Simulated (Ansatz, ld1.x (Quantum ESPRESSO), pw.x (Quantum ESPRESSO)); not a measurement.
Ti (Z = 22) (fcc): variants of one TM potential in the solid

| Property | Result |
| --- | --- |
| Element | Ti |
| Generator | ld1.x (Quantum ESPRESSO) 7.5 |
| Type | norm-conserving Troullier–Martins (Kleinman–Bylander form) |
| Functional | PBE |
| Relativity | scalar-relativistic |
| Frozen core | [Ar] |
| Valence charge | 4 |
| Reference configuration | 3d2 4s2 4p0 |
| Partial waves | 4s (bound): rc 2.75 bohr; 4p (bound, empty): rc 2.90 bohr; 3d (bound): rc 2.05 bohr |
| Local potential | all-electron potential smoothed inside 2.20 bohr (lloc = -2) |
| Core correction | a·sin(br)/r model core inside 1.45 bohr |

Crystal test: fcc Ti in pw.x 7.5, no spin, 14³ k-points, Fermi–Dirac smearing 0.01 Ry, cutoffs set for each file from its atomic test. The reference is all-electron LAPW (Ansatz 0.2.0) with the same functional, mesh and smearing; V0 and B0 come from Birch–Murnaghan fits to the pressures at five volumes. Errors are pseudo minus all-electron; Δ is the rms difference of the E(V) curves that follow from these fits, minima aligned, over ±6 % about the mean V0. Mesh and smearing are coarse, so the numbers serve the comparison and aren't converged zero-temperature values; the lattice is a test structure that the element need not adopt.

All-electron: a0 = 4.119 Å (V0 = 17.47 Å³/atom), B0 = 106.1 GPa.

Base: The largest radius (2.90 bohr) exceeds half the bond length (2.75 bohr), so the spheres overlap, which is one possible source of error among others.

| change | cutoffs (Ry) | pw.x | a0 (Å) | a0 error (%) | B0 error (%) | Δ (meV/atom) | mean pressure error (GPa) |
| --- | --- | --- | --- | --- | --- | --- | --- |
| base | 75/300 | converged | 4.113 | -0.13 | +1.8 | 1.5 | -0.40 |
| wave 3d (bound): rc 2.05 bohr becomes 3d (bound): rc 1.48 bohr | 120/480 | converged | 4.109 | -0.23 | +2.0 | 2.8 | -0.73 |
| wave 3d (bound): rc 2.05 bohr becomes 3d (bound): rc 1.88 bohr | 85/340 | converged | 4.111 | -0.17 | +2.0 | 2.1 | -0.56 |
| wave 3d (bound): rc 2.05 bohr becomes 3d (bound): rc 2.18 bohr | 70/280 | converged | 4.115 | -0.08 | +1.9 | 0.9 | -0.24 |
| wave 3d (bound): rc 2.05 bohr becomes 3d (bound): rc 2.70 bohr | 50/200 | converged | 4.127 | +0.21 | +0.6 | 2.6 | +0.69 |
| wave 3d (bound): rc 2.05 bohr becomes 3d (bound): rc 2.90 bohr | 50/200 | converged | 4.131 | +0.31 | -0.4 | 3.7 | +0.99 |
